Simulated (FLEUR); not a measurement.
The system is TiPt3.

```
CELL_PARAMETERS angstrom
3.89700 0.00000 0.00000
0.00000 3.89700 0.00000
0.00000 0.00000 3.89700
ATOMIC_POSITIONS crystal
Pt 0.50000 0.50000 0.00000
Pt 0.50000 0.00000 0.50000
Pt 0.00000 0.50000 0.50000
Ti 0.00000 0.00000 0.00000
```

Program: FLEUR MaX-R8.1 (later development tree). Alike in all runs: level PBEsol; potentials or basis all-electron, FLAPW; cell as given; smearing fermi-dirac 0.05 eV. Hardware: 1 thread of Intel(R) Xeon(R) Processor @ 2.50GHz (Skylake/Cascade Lake), with other jobs on the host.

**Question.** Order these runs on this cell by their wall time, lowest first.
A. task band structure; spin SOC, no magnetisation; k mesh 5 × 5 × 5; gmax 12.7 1/bohr; muffin-tin radii Pt 2.41, Ti 2.41 bohr; kmax 4.1 1/bohr
B. task single point; spin off; k mesh 7 × 7 × 7; gmax 13 1/bohr; muffin-tin radii Pt 2.34, Ti 2.34 bohr; kmax 4.19 1/bohr
C. task band structure; spin off; k mesh 7 × 7 × 7; gmax 12.7 1/bohr; muffin-tin radii Pt 2.41, Ti 2.41 bohr; kmax 4.1 1/bohr

**Answer.** C (180 s), B (450 s), A (1500 s).

Caveats: spin-orbit coupling is added in second variation on a limited number of bands (some runs).
